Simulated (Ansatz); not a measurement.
Set up this calculation in Ansatz 0.2.0, as the native input.

- Task: band structure
- Functional: PBE
- Potentials or basis: Ansatz PAW
- Cutoff: 420 eV (not typed: the program's choice for these potentials)
- k mesh: 5 × 8 × 4
- Occupations: fermi-dirac, width 0.05 eV
- Spin: no spin polarisation
- Path: [["G", "X", "S", "Y", "G", "Z", "U", "R", "T", "Z"], ["Y", "T"], ["U", "X"], ["S", "R"]]
- Points for each segment of the path: 10

The system is HfO2.

```
CELL_PARAMETERS angstrom
5.55640 0.00000 0.00000
0.00000 3.33360 0.00000
0.00000 0.00000 6.50500
ATOMIC_POSITIONS crystal
Hf 0.74868 0.75000 0.60787
Hf 0.25132 0.25000 0.39213
Hf 0.24868 0.75000 0.89213
Hf 0.75132 0.25000 0.10787
O 0.63950 0.25000 0.42340
O 0.36050 0.75000 0.57660
O 0.13950 0.25000 0.07660
O 0.86050 0.75000 0.92340
O 0.52079 0.25000 0.84145
O 0.47921 0.75000 0.15855
O 0.02079 0.25000 0.65855
O 0.97921 0.75000 0.34145
```

Measurements of this composition are mostly on another form, of space group No. 14.

The input as run:

input.yaml

```yaml
crystal:
  lattice:
    - [5.556395, 0.0, 0.0]
    - [0.0, 3.333597, 0.0]
    - [0.0, 0.0, 6.504995]
  atoms:
    - { symbol: Hf, position: [0.748682, 0.75, 0.607871] }
    - { symbol: Hf, position: [0.251318, 0.25, 0.392129] }
    - { symbol: Hf, position: [0.248682, 0.75, 0.892129] }
    - { symbol: Hf, position: [0.751318, 0.25, 0.107871] }
    - { symbol: O, position: [0.639499, 0.25, 0.4234] }
    - { symbol: O, position: [0.360501, 0.75, 0.5766] }
    - { symbol: O, position: [0.139499, 0.25, 0.0766] }
    - { symbol: O, position: [0.860501, 0.75, 0.9234] }
    - { symbol: O, position: [0.520794, 0.25, 0.841453] }
    - { symbol: O, position: [0.479206, 0.75, 0.158547] }
    - { symbol: O, position: [0.020794, 0.25, 0.658547] }
    - { symbol: O, position: [0.979206, 0.75, 0.341453] }
hamiltonian:
  xc: pbe
  pseudopotentials: { kind: paw }
kpoints:
  mp_grid: { grid: [5, 8, 4] }
  band_path:
    path:
      - [[0.0, 0.0, 0.0], [0.0, -0.5, 0.0], [-0.5, -0.5, 0.0], [-0.5, 0.0, 0.0], [0.0, 0.0, 0.0], [0.0, 0.0, -0.5], [0.0, -0.5, -0.5], [-0.5, -0.5, -0.5], [-0.5, 0.0, -0.5], [0.0, 0.0, -0.5]]
      - [[-0.5, 0.0, 0.0], [-0.5, 0.0, -0.5]]
      - [[0.0, -0.5, -0.5], [0.0, -0.5, 0.0]]
      - [[-0.5, -0.5, 0.0], [-0.5, -0.5, -0.5]]
    npoints: 10
scf:
  occupations: { method: fermi_dirac, width: 0.05 }
  n_extra_bands: 30
output:
  forces: true
  stress: true
  eigenvalues: true
  fatbands: false
  write_density: true
  write_potential: true
  elf: true
  volumetric_format: npy
```

Potentials or basis: Ansatz PAW.

Launch:

```sh
$ ansatz run input.yaml --threads 4 --pin off --max-ram 11264MiB --backend cpu --events-out ev --progress --plain --runs-dir out
```

It gave:

| Item | Value |
| --- | --- |
| Pressure | 3.3 GPa |
| Largest force | 0.061 eV/Å |
| Band gap on the k mesh | 3.46 eV, direct |
| Band gap along the path | 3.46 eV, direct |

Caveat: the pressure holds a Pulay correction of +0.9 GPa for the finite cutoff; spin-orbit coupling is left out, which moves the levels of the heavy elements.

Run time: 31 s on 4 threads of Intel(R) Xeon(R) Processor @ 2.70GHz, with other jobs on the host, peak memory 1.3 GiB.
